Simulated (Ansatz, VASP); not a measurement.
# Two plane-wave programs on AlN

```
Al N
1.0
     3.04370    0.00000    0.00000
    -1.52185    2.63592    0.00000
     0.00000    0.00000    4.84346
Al N
2 2
Cartesian
  0.0000 1.7573 -0.0187
  1.5219 0.8786 2.4031
  0.0000 1.7573 1.8398
  1.5219 0.8786 4.2615
```

Alike in both runs: functional PBE; k mesh 12 × 12 × 7; occupations fermi-dirac, width 0.08 eV; no spin polarisation.

Ansatz relaxed the structure, and its values are those at the end. VASP's run is a single point on that final structure, the one shown.

|  | VASP | Ansatz |
| --- | --- | --- |
| version | VASP 6.6.1 | Ansatz 0.2.0 |
| potentials or method | VASP PAW PBE potentials, release 64 (Al, N) | PAW with Ansatz's default frozen-core files, scalar-relativistic |
| plane-wave cutoff (eV) | 520 | 420 |
| valence electrons in the cell | 16 | 16 |

VASP gave:

| Item | Value |
| --- | --- |
| gap on the k mesh at the Fermi level (eV) | 4.81 |
| pressure (GPa) | 20.8 |

Problem. Estimate Ansatz's values.

Solution. gap on the k mesh at the Fermi level (eV): 4.80; pressure (GPa): 21.0.

Caveats: so large a pressure means that the cell lies far from this level's equilibrium, or that cutoff or potentials fall short (VASP); an odd mesh through Γ misses points on the zone boundary, where band edges often lie. Expect the measured gap to be larger: semilocal functionals such as PBE lack the derivative discontinuity.
